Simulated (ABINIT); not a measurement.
# BN (F-43m) in ABINIT: settings compared, part 2 of 2

ABINIT 10.8.3 (patched build). Earlier steps stand in the parts before.

## (3) Equation of state, revPBE+D3

The input, run.abi:

```
ndtset 7
getwfk -1
scalecart1 3*0.9795861087
scalecart2 3*0.9864848297
scalecart3 3*0.9932883884
scalecart4 3*1.0000000000
scalecart5 3*1.0066227096
scalecart6 3*1.0131594038
scalecart7 3*1.0196128224

pp_dirpath "./"
pseudos "N.GGA_PBE-JTH.xml, B.GGA_PBE-JTH.xml"

acell 2.5639706028 2.5639706028 2.5639706028 Angstrom
rprim
     0.0000000000     0.7071067812     0.7071067812
     0.7071067812     0.0000000000     0.7071067812
     0.7071067812     0.7071067812     0.0000000000
ntypat 2
znucl 7 5
natom 2
typat 1 2
xred
     0.2500000000     0.2500000000     0.2500000000
     0.0000000000     0.0000000000     0.0000000000

ecut 25.0
pawecutdg 47.0

kptopt 1
ngkpt 13 13 13
nshiftk 1
shiftk 0.0 0.0 0.0

ixc 14
vdw_xc 6

nband 8
occopt 3
tsmear 0.05 eV

nstep 100
tolvrs 1.0e-9

iomode 3
prtwf 1
prtden 0
prteig 0
prtebands 0
```

Potentials or basis: JTH PAW PBE v2.0.

The run is started by

```console
$ abinit run.abi > log 2>&1
```

run.abo:

```text
.Version 10.8.3 of ABINIT
 DATASET    1 : space group F-4 3 m (#216); Bravais cF (face-center cubic)
================================================================================
 Values of the parameters that define the memory need for DATASET  1.
     intxc =       0    ionmov =       0      iscf =      17    lmnmax =       8
     lnmax =       4     mgfft =      24  mpssoang =       2    mqgrid =    3001
     natom =       2  nloc_mem =       2    nspden =       1   nspinor =       1
    nsppol =       1      nsym =      24    n1xccc =       1    ntypat =       2
    occopt =       3   xclevel =       2
       mpw =         465          nfft =       13824          nkpt =          84
 PAW method is used; the additional fine FFT grid is defined by:
   mgfftf=        30    nfftf =     27000
================================================================================
================================================================================
[... 71 lines left out ...]
 DATASET    7 : space group F-4 3 m (#216); Bravais cF (face-center cubic)
================================================================================
 Values of the parameters that define the memory need for DATASET  7.
     intxc =       0    ionmov =       0      iscf =      17    lmnmax =       8
     lnmax =       4     mgfft =      24  mpssoang =       2    mqgrid =    3001
     natom =       2  nloc_mem =       2    nspden =       1   nspinor =       1
    nsppol =       1      nsym =      24    n1xccc =       1    ntypat =       2
    occopt =       3   xclevel =       2
       mpw =         532          nfft =       13824          nkpt =          84
 PAW method is used; the additional fine FFT grid is defined by:
   mgfftf=        32    nfftf =     32768
================================================================================
================================================================================

--------------------------------------------------------------------------------
------------- Echo of variables that govern the present computation ------------
--------------------------------------------------------------------------------
 -outvars: echo values of preprocessed input variables --------
            acell      4.8452022342E+00  4.8452022342E+00  4.8452022342E+00 Bohr
              amu      1.40067400E+01  1.08110000E+01
             ecut      2.50000000E+01 Hartree
           getwfk          -1
                       outvar_i_n : Printing only first  50 k-points.
              ixc          14
           jdtset        1    2    3    4    5    6    7
[... 157 lines left out ...]
 Spheres core radius: rc_sph= 1.70616958
 Shapefunction is SIN type: shapef(r)=[sin(pi*r/rshp)/(pi*r/rshp)]**2
 Radius for shape functions =  1.40269776
 Compensation charge density is not taken into account in XC energy/potential

   5.83076110E+01                                ecore*ucvol(ha*bohr**3)
--------------------------------------------------------------------------------

[... 1252 lines left out ...]
-Cartesian components of stress tensor (GPa)         [Pressure= -2.0920E+01 GPa]
- sigma(1 1)=  2.09197426E+01  sigma(3 2)=  0.00000000E+00
- sigma(2 2)=  2.09197426E+01  sigma(3 1)=  0.00000000E+00
- sigma(3 3)=  2.09197426E+01  sigma(2 1)=  0.00000000E+00

== END DATASET(S) ==============================================================
================================================================================

 -outvars: echo values of variables after computation  --------
            acell      4.8452022342E+00  4.8452022342E+00  4.8452022342E+00 Bohr
           etotal1    -1.2961064459E+01
           etotal2    -1.2962160804E+01
           etotal3    -1.2962764445E+01
           etotal4    -1.2962919488E+01
           etotal5    -1.2962665187E+01
           etotal6    -1.2962040607E+01
           etotal7    -1.2961077130E+01
            fcart1    -0.0000000000E+00 -0.0000000000E+00 -0.0000000000E+00
                      -0.0000000000E+00 -0.0000000000E+00 -0.0000000000E+00
            fcart2    -2.4896702811E-30 -2.4896702811E-30  7.4690108434E-30
                       2.4896702811E-30  2.4896702811E-30 -7.4690108434E-30
            fcart3    -2.4726172096E-30 -2.4726172096E-30  7.4178516289E-30
                       2.4726172096E-30  2.4726172096E-30 -7.4178516289E-30
            fcart4    -7.8592702825E-29 -3.9296351412E-29  1.5718540565E-28
                       7.8592702825E-29  3.9296351412E-29 -1.5718540565E-28
            fcart5    -2.4398634561E-30 -2.4398634561E-30  7.3195903684E-30
                       2.4398634561E-30  2.4398634561E-30 -7.3195903684E-30
[... 38 lines left out ...]
                       0.0000000000E+00  0.0000000000E+00  0.0000000000E+00
           xangst1     8.8799529735E-01  8.8799529735E-01  8.8799529735E-01
                       0.0000000000E+00  0.0000000000E+00  0.0000000000E+00
           xangst2     8.9424899138E-01  8.9424899138E-01  8.9424899138E-01
                       0.0000000000E+00  0.0000000000E+00  0.0000000000E+00
           xangst3     9.0041642075E-01  9.0041642075E-01  9.0041642075E-01
                       0.0000000000E+00  0.0000000000E+00  0.0000000000E+00
           xangst4     9.0650050002E-01  9.0650050002E-01  9.0650050002E-01
                       0.0000000000E+00  0.0000000000E+00  0.0000000000E+00
           xangst5     9.1250398958E-01  9.1250398958E-01  9.1250398958E-01
                       0.0000000000E+00  0.0000000000E+00  0.0000000000E+00
           xangst6     9.1842950614E-01  9.1842950614E-01  9.1842950614E-01
                       0.0000000000E+00  0.0000000000E+00  0.0000000000E+00
           xangst7     9.2427953333E-01  9.2427953333E-01  9.2427953333E-01
                       0.0000000000E+00  0.0000000000E+00  0.0000000000E+00
             xred      2.5000000000E-01  2.5000000000E-01  2.5000000000E-01
                       0.0000000000E+00  0.0000000000E+00  0.0000000000E+00
 Calculation completed.
```

Wall time 52 s (1 thread of Arm Neoverse V2, shared host); peak memory 0.12 GiB.

What came out:

```yaml
Equilibrium_volume: 5.94 Å³/atom
Bulk_modulus: 377 GPa
Pressure_derivative_of_the_bulk_modulus: 3.7
```

Energy against volume, from the lowest point:
| volume (Å³/atom) | energy (meV/atom) |
| --- | --- |
| 5.602 | 25.24 |
| 5.721 | 10.32 |
| 5.840 | 2.11 |
| 5.959 | 0.00 |
| 6.078 | 3.46 |
| 6.198 | 11.96 |
| 6.317 | 25.07 |

Caveat: the cutoff is too short for stress, so the log's stress isn't used; pressures at fixed basis lie under the slope of the energies; the PAW data sets were made with another functional, which shifts forces and pressure a little; the atomic spheres overlap.

## (4) Equation of state, PBEsol

The input, run.abi:

```
# Datasets: one volume each
ndtset 7
getwfk -1
scalecart1 3*0.9795861087
scalecart2 3*0.9864848297
scalecart3 3*0.9932883884
scalecart4 3*1.0000000000
scalecart5 3*1.0066227096
scalecart6 3*1.0131594038
scalecart7 3*1.0196128224

# Pseudopotentials
pp_dirpath "./"
pseudos "N.upf, B.upf"

# Structure
acell 3*1.0
rprim
     0.0000000000     3.4260753537     3.4260753537
     3.4260753537     0.0000000000     3.4260753537
     3.4260753537     3.4260753537     0.0000000000
ntypat 2
znucl 7 5
natom 2
typat 1 2
xred
     0.2500000000     0.2500000000     0.2500000000
     0.0000000000     0.0000000000     0.0000000000

# Plane-wave basis
ecut 42.0

# k points
kptopt 1
ngkpt 13 13 13
nshiftk 1
shiftk 0.0 0.0 0.0

# Exchange and correlation
ixc -116133

# Bands and occupations
nband 8
occopt 3
tsmear 0.00183747

# SCF cycle
nstep 100
tolvrs 1.0e-10

# Output
iomode 3
prtwf 1
prtden 0
prteig 0
prtebands 0
enunit 2
```

Potentials or basis: PseudoDojo NC SR PBEsol v0.4.1 standard.

The run is started by

```console
$ abinit run.abi > log 2>&1
```

run.abo:

```text
.Version 10.8.3 of ABINIT
 DATASET    1 : space group F-4 3 m (#216); Bravais cF (face-center cubic)
================================================================================
 Values of the parameters that define the memory need for DATASET  1.
     intxc =       0    ionmov =       0      iscf =       7    lmnmax =       4
     lnmax =       4     mgfft =      30  mpssoang =       2    mqgrid =    3001
     natom =       2  nloc_mem =       1    nspden =       1   nspinor =       1
    nsppol =       1      nsym =      24    n1xccc =    2501    ntypat =       2
    occopt =       3   xclevel =       2
       mpw =         998          nfft =       27000          nkpt =          84
================================================================================
================================================================================
[... 61 lines left out ...]
 DATASET    7 : space group F-4 3 m (#216); Bravais cF (face-center cubic)
================================================================================
[... 1196 lines left out ...]
                      -1.2280109825E-30 -1.2280109825E-30  3.6840329475E-30
            fcart5    -0.0000000000E+00 -0.0000000000E+00 -0.0000000000E+00
                      -0.0000000000E+00 -0.0000000000E+00 -0.0000000000E+00
[... 38 lines left out ...]
                       0.0000000000E+00  0.0000000000E+00  0.0000000000E+00
           xangst1     8.8799529673E-01  8.8799529673E-01  8.8799529673E-01
                       0.0000000000E+00  0.0000000000E+00  0.0000000000E+00
           xangst2     8.9424899077E-01  8.9424899077E-01  8.9424899077E-01
                       0.0000000000E+00  0.0000000000E+00  0.0000000000E+00
           xangst3     9.0041642013E-01  9.0041642013E-01  9.0041642013E-01
                       0.0000000000E+00  0.0000000000E+00  0.0000000000E+00
           xangst4     9.0650049939E-01  9.0650049939E-01  9.0650049939E-01
                       0.0000000000E+00  0.0000000000E+00  0.0000000000E+00
           xangst5     9.1250398895E-01  9.1250398895E-01  9.1250398895E-01
                       0.0000000000E+00  0.0000000000E+00  0.0000000000E+00
           xangst6     9.1842950551E-01  9.1842950551E-01  9.1842950551E-01
                       0.0000000000E+00  0.0000000000E+00  0.0000000000E+00
           xangst7     9.2427953269E-01  9.2427953269E-01  9.2427953269E-01
                       0.0000000000E+00  0.0000000000E+00  0.0000000000E+00
             xred      2.5000000000E-01  2.5000000000E-01  2.5000000000E-01
                       0.0000000000E+00  0.0000000000E+00  0.0000000000E+00
 Calculation completed.
```

Run time: 74 s. Hardware: 1 thread of Arm Neoverse V2, shared host; peak memory 0.1 GiB.

Results:

| Item | Value |
| --- | --- |
| Equilibrium volume | 5.87 Å³/atom |
| Bulk modulus | 385 GPa |
| Pressure derivative of the bulk modulus | 3.7 |

Energy against volume, from the lowest point:
```tsv
volume (Å³/atom)	energy (meV/atom)
5.602	15.56
5.721	4.51
5.840	0.00
5.959	1.45
6.078	8.33
6.198	20.13
6.317	36.43
```

Caveat: pressures at fixed basis lie under the slope of the energies.

## (5) Summary

```tsv
level	potentials or basis	cutoff (eV)	fine-grid cutoff	V0 of scaled cells (Å³/atom)	B0 (GPa)
BP86+D3	JTH PAW PBE v2.0	680	1278.94 eV	5.91	376
revPBE+D3	JTH PAW PBE v2.0	680	1278.94 eV	5.94	377
PBEsol	PseudoDojo NC SR PBEsol v0.4.1 standard	1143	-	5.87	385
```

Alike in all rows: task equation of state; no spin polarisation; cell as given; k mesh 13 × 13 × 13; smearing fermi-dirac 0.05 eV.

Caveats: pressures at fixed basis lie under the slope of the energies; the PAW data sets were made with another functional, which shifts forces and pressure a little (some runs); the atomic spheres overlap (some runs).

Absolute energies hang on the potentials; compare differences alone.

## (6) Comparison with measurements

Step 2. A measured bulk modulus of BN is 395 GPa (300 K; quoted in “Effect of nanostructuration on compressibility of cubic BN”, 2012, arxiv:1208.3664); the calculated 376 GPa misses it by -4.8 %. The fit is for a static lattice scaled at fixed shape and fixed fractional positions.

Step 3. Against the measured bulk modulus of BN, 395 GPa (300 K; quoted in “Effect of nanostructuration on compressibility of cubic BN”, 2012, arxiv:1208.3664), the calculated 377 GPa is off by -4.6 %. The fit is for a static lattice scaled at fixed shape and fixed fractional positions.

Step 4. Against the measured bulk modulus of BN, 395 GPa (300 K; quoted in “Effect of nanostructuration on compressibility of cubic BN”, 2012, arxiv:1208.3664), the calculated 385 GPa is off by -2.5 %. The fit is for a static lattice scaled at fixed shape and fixed fractional positions.
